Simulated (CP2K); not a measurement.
# YN under changes of volume

One of the cells (14.500 Å³/atom); the others are scaled copies at fixed shape and fractional positions:

```
Y N
1.0
     3.44856    0.00000    0.00000
     1.72428    2.98654    0.00000
     1.72428    0.99551    2.81574
Y N
1 1
Direct
  0.00000 0.00000 0.00000
  0.50000 0.50000 0.50000
```

- Program: CP2K 2026.2
- Functional: LDA
- Potentials or basis: GTH_POTENTIALS Y GTH-PADE-q11, N GTH-PADE-q5; TZVP-MOLOPT-PBE-GTH basis
- Density cutoff: 6123 eV
- k mesh: 9 × 9 × 9
- Occupations: fermi-dirac, width 0.05 eV
- Spin: no spin polarisation

```tsv
volume (Å³/atom)	energy over the lowest point (meV/atom)	pressure (GPa)
13.630	4.83	4.7
13.920	0.00	0.7
14.210	2.17	-3.0
14.500	?	?
14.790	24.76	-9.3
15.080	43.96	-11.9
15.370	67.73	-14.3
```

Problem. What does the run at 14.500 Å³/atom give?

Solution. Energy over the lowest point 10.64 meV/atom; pressure -6.3 GPa.

Worked out: A Birch-Murnaghan fit of order 3 (a polynomial in V^(-2/3)) to the other rows has its minimum at 13.97 Å³/atom with B0 = V·E''(V) = 183 GPa and B' = 4.2. It gives 10.64 meV/atom at 14.500 Å³/atom, against the run's 10.64, and -dE/dV = -6.3 GPa, against -6.3.

Energies are extrapolated to zero smearing.

Caveats: the basis of atomic orbitals isn't converged, which shifts pressures, moduli and gaps.
